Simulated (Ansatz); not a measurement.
## PbS: frozen-core PAW against all-electron methods

```
CELL_PARAMETERS angstrom
0.00000 2.99465 2.96500
2.99465 0.00000 2.96500
2.99465 2.99465 0.00000
ATOMIC_POSITIONS crystal
Pb 0.00000 0.00000 0.00000
S 0.50000 0.50000 0.50000
```

Atom numbers follow the list: Pb1, S2.

The cell is COD entry 9000001, as deposited and not checked against the literature; nothing was relaxed. The listed cell was then made from it by scaling, straining or moving an atom.

No spin–orbit coupling, which matters for the heavy atoms here.

All numbers are computed: DFT, PBE, PAW with Ansatz's default frozen-core files, scalar-relativistic (Ansatz 0.2.0); DFT, PBE, all-electron PAW with datasets made for the crystal, scalar-relativistic (Ansatz 0.2.0); DFT, PBE, all-electron LAPW, scalar-relativistic (Ansatz 0.2.0).

For PAW: a Γ-centred 8×8×8 k mesh, Fermi–Dirac smearing of 0.01 eV, cutoff 420 eV, no spin polarisation. The crystal-made all-electron datasets (AE datasets) take a cutoff of 260 eV at this cell. LAPW targets a basis error of 0.5 meV/atom. The Ansatz runs share mesh, smearing and spin set-up. Plane-wave (PAW) pressures include the program's estimate of the Pulay term.

Stress and pressure are positive in compression.

The change that made this cell: equal xx and yy strain of +1 %.

Spin–orbit coupling is left out, which moves gradients at and beside heavy atoms by some per cent and at worst by a factor of two.

```csv
quantity,PAW,AE datasets,LAPW
pressure (GPa),1.10,1.11,1.11
stress xx (GPa),0.70,0.70,0.70
stress zz (GPa),1.90,1.91,1.91
band gap (eV),0.423,0.422,0.422
field gradient Vzz at Pb1 (10²¹ V/m²),?,?,–
field gradient Vzz at S2 (10²¹ V/m²),-0.11,-0.11,–
```

Task: Give the missing entry: row "field gradient Vzz at Pb1 (10²¹ V/m²)", column "PAW".

Result: -3.11.

Task: What belongs in the row "field gradient Vzz at Pb1 (10²¹ V/m²)", column "AE datasets"?

Result: -3.19.
